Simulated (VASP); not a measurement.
Wanted: the native input for a VASP 6.6.1 run.

```yaml
Task: band structure
Functional: HSE06
Potentials_or_basis: VASP PAW PBE potentials, release 64 (Si, C)
Cutoff: 520 eV
k_mesh: 6 × 6 × 2
Occupations: gaussian, width 0.03 eV
Spin: no spin polarisation
Grid_for_exact_exchange_PRECFOCK: Fast
Screening_parameter: 0.2 1/A
Further_INCAR_settings: ALGO = Normal; EDIFF = 1e-07; NBANDS = 26
```

Crystal: SiC.

```xyz
8
Lattice="3.0790 0.0000 0.0000 -1.5395 2.6665 0.0000 0.0000 0.0000 10.0796" Properties=species:S:1:pos:R:3 pbc="T T T"
Si    1.5395    0.8888    9.4530
Si    0.0000    1.7777    4.4132
Si    0.0000    0.0000    6.9337
Si    0.0000    0.0000    1.8939
C     1.5395    0.8888    7.5578
C     0.0000    1.7777    2.5180
C     0.0000    0.0000    5.0444
C     0.0000    0.0000    0.0046
```

The cell is a database's computed one.

The input as run:

POSCAR

```
SiC                                     
1.0
    3.0789830383      0.0000000000      0.0000000000
   -1.5394915141      2.6664775308      0.0000000000
    0.0000000000      0.0000000000     10.0795947984
  Si              C             
     4     4
Direct
     0.6666666699999979    0.3333333300000021    0.9378313346318308
     0.3333333300000021    0.6666666699999979    0.4378313346318308
     0.0000000000000000    0.0000000000000000    0.6878993575492487
     0.0000000000000000    0.0000000000000000    0.1878993575492487
     0.6666666699999979    0.3333333300000021    0.7498119035619695
     0.3333333300000021    0.6666666699999979    0.2498119035619695
     0.0000000000000000    0.0000000000000000    0.5004564042569584
     0.0000000000000000    0.0000000000000000    0.0004564042569584
```

INCAR.step1

```
SYSTEM = SiC
ALGO = Normal
EDIFF = 1E-5
ENCUT = 520
GGA = PE
ISIF = 2
ISMEAR = 0
KPAR = 8
LASPH = .TRUE.
LCHARG = .FALSE.
LREAL = .FALSE.
LWAVE = .TRUE.
NBANDS = 26
NELM = 80
PREC = Accurate
SIGMA = 0.03
```

INCAR.step2

```
SYSTEM = SiC
ALGO = Normal
EDIFF = 1E-7
ENCUT = 520
GGA = PE
HFSCREEN = 0.2
ISIF = 2
ISMEAR = 0
ISTART = 1
KPAR = 8
LASPH = .TRUE.
LCHARG = .FALSE.
LHFCALC = .TRUE.
LREAL = .FALSE.
LWAVE = .FALSE.
NBANDS = 26
NELM = 80
PREC = Accurate
PRECFOCK = Fast
SIGMA = 0.03
```

KPOINTS

```
k-points
0
G
  6 6 2
  0 0 0
```

KPOINTS_OPT

```
explicit points
6
Reciprocal
 0.0000000000  0.0000000000  0.0000000000 1
 0.0000000000  0.0000000000  0.5000000000 1
 0.3333333333  0.3333333333  0.5000000000 1
 0.3333333333  0.3333333333  0.0000000000 1
 0.5000000000  0.0000000000  0.5000000000 1
 0.5000000000  0.0000000000  0.0000000000 1
```

Potentials or basis: VASP PAW PBE potentials, release 64 (Si, C).

Launch:

```sh
$ cat potpaw_PBE.64/Si/POTCAR potpaw_PBE.64/C/POTCAR > POTCAR
$ cp INCAR.step1 INCAR
$ mpirun -np 8 vasp_std > vasp.out
$ cp INCAR.step2 INCAR
$ mpirun -np 8 vasp_std > vasp.out
```

It gave:

| Quantity | Value |
| --- | --- |
| Pressure | -1.8 GPa |
| Largest force | 0.014 eV/Å |
| Band gap on the k mesh | 3.17 eV, indirect (least direct gap 4.40 eV) |
| Band gap along the path | 3.16 eV, indirect (least direct gap 4.40 eV) |

Caveat: the PAW data sets were made with another functional, which shifts forces and pressure a little.

It took 11 min on 8 MPI ranks on AMD EPYC 7R13 Processor (Zen 3), on a shared host, peak memory 0.34 GiB a rank.
